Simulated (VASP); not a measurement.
Crystal: GaAs.

```
Ga As
1.0
     0.00000    2.83140    2.83140
     2.83140    0.00000    2.83140
     2.83140    2.83140    0.00000
Ga As
1 1
Direct
  0.00000 0.00000 0.00000
  0.25000 0.25000 0.25000
```

The cell was built by a generator and needn't be a form met in nature.

Program: VASP 6.6.1. Alike in all runs: task band structure; potentials or basis VASP PAW PBE potentials, release 64 (Ga_d, As); no spin polarisation; cell as given; k mesh 6 × 6 × 6; cutoff (eV) 520; smearing gaussian 0.03 eV.

Q: Order these runs on this cell by their band gap on the k mesh, lowest first.
A. level PBE0; exchange at q = 0 truncated
B. level HSE06; screening parameter 0.2 1/A
C. level PBEsol

A: C (0.42 eV), B (1.39 eV), A (1.98 eV).

